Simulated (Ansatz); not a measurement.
**Cu: substituted relatives**

An exercise on one series of results from a longer session: the logs are not shown, and one member is left open.

Method: DFT r2SCAN, scalar-relativistic, plane waves, PAW, in Ansatz 0.2.0.

1 further run of the same task is left out (set aside as unsound or not needed).

## The system as given

It takes space group I4/mmm (No. 139, tetragonal). Conventional cell: a = 2.895 Å, b = 2.895 Å, c = 2.739 Å, α = 90.00°, β = 90.00°, γ = 90.00°. Cu (site symmetry 4/mmm) is surrounded by 10 Cu at 2.46 to 2.74 Å.

Coordinates:

```cif
data_structure
_symmetry_space_group_name_H-M 'I4/mmm'
_symmetry_Int_Tables_number 139
_cell_length_a 2.8954
_cell_length_b 2.8954
_cell_length_c 2.7386
_cell_angle_alpha 90.000
_cell_angle_beta 90.000
_cell_angle_gamma 90.000
_cell_volume 22.96
loop_
_atom_site_label
_atom_site_type_symbol
_atom_site_symmetry_multiplicity
_atom_site_Wyckoff_symbol
_atom_site_fract_x
_atom_site_fract_y
_atom_site_fract_z
_atom_site_occupancy
Cu1 Cu 2 a 0.00000 0.00000 0.00000 1
```

It goes back to an entry of the Materials Project, which need not be the stable form.

It is the result of an earlier relaxation at this level (volume 11.48 Å³/atom; gap on the mesh: none (metal)).

Set-up of the first run:

Input file input.yaml:

```yaml
crystal:
  lattice:
    - [-1.4771237641, 1.4771237641, 1.3971532191]
    - [1.4771237641, -1.4771237641, 1.3971532191]
    - [1.4771237641, 1.4771237641, -1.3971532191]
  atoms:
    - { symbol: Au, position: [0.0, 0.0, 0.0] }
basis:
  ecutwfc: 500
kpoints:
  mp_grid: { grid: [8, 8, 8] }
hamiltonian:
  xc: r2scan
scf:
  occupations: { method: gaussian, width: 0.1 }
output:
  forces: true
  stress: true
  eigenvalues: true
```

The run is started by

```bash
> ansatz run input.yaml --threads 1 --pin off --max-ram 2560MiB --backend cpu --events-out ev --progress --plain --runs-dir out
```

Steps of the session up to this table: A first look at the start (Au); Coarse relaxation (Au); The relaxation (Au); A first look at the start (Li); Coarse relaxation (Li); Full relaxation (Li).

One table of the session follows, with a row left open; its other results are not shown here.

Lengths are those of the vectors of the cell that was run:

| swap | volume (Å³/atom) | a (Å) | b (Å) | c (Å) |
| --- | --- | --- | --- | --- |
| none | 11.48 | 2.463 | 2.463 | 2.463 |
| Cu → K | ? | ? | ? | ? |
| Cu → Na | 37.74 | 3.662 | 3.662 | 3.662 |
| Cu → Fe | 11.78 | 2.483 | 2.483 | 2.483 |
| Cu → Mg | 22.56 | 3.086 | 3.086 | 3.086 |
| Cu → Au | 17.67 | 2.860 | 2.860 | 2.860 |
| Cu → Li | 21.01 | 3.011 | 3.011 | 3.011 |

Q: Estimate the row for Cu → K from the others.

The run gave: volume (Å³/atom): 75.59; a (Å): 4.617; b (Å): 4.617; c (Å): 4.617. In the column «volume (Å³/atom)» it is the highest.

Lengths are those of the computed cell. Rows of earlier swaps come from the sessions before.
